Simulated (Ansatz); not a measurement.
SrF2:
```
CELL_PARAMETERS angstrom
      0.00000     2.92866     2.92866
      2.92866     0.00000     2.92866
      2.92866     2.92866     0.00000
ATOMIC_POSITIONS crystal
  Sr 0.00000 0.00000 0.00000
  F  0.75000 0.75000 0.75000
  F  0.25000 0.25000 0.25000
```

Relaxed with PBE. Special points in fractions of this cell's reciprocal vectors: Γ (0.000, 0.000, 0.000); X (0.500, 0.000, 0.500); U (0.625, 0.250, 0.625); K (0.375, 0.375, 0.750); L (0.500, 0.500, 0.500); W (0.500, 0.250, 0.750).

List the band energies nearest the valence-band maximum at these points for PBE with spin–orbit coupling in the plane-wave PAW code Ansatz.

In eV from the valence-band maximum; about four levels below and three above (degenerate sets whole), none deeper than 8.9 eV; points with the same levels are listed once.

| k | below | above |
|---|---|---|
| Γ | -0.08 -0.08 -0.08 -0.08 | 6.78 6.78 9.99 9.99 9.99 9.99 |
| X | -0.25 -0.25 0.00 0.00 | 8.11 8.11 10.03 10.03 |
| U | -0.23 -0.23 -0.07 -0.07 | 8.39 8.39 10.26 10.26 |
| L | -0.47 -0.47 -0.40 -0.40 | 9.98 9.98 10.08 10.08 10.09 10.09 |
| W | -0.20 -0.20 -0.07 -0.07 | 8.43 8.43 10.61 10.61 |

Space group Fm-3m (fluorite). The PBE relaxation kept the symmetry of its start.

Potentials: the later of the program's two PAW sets.
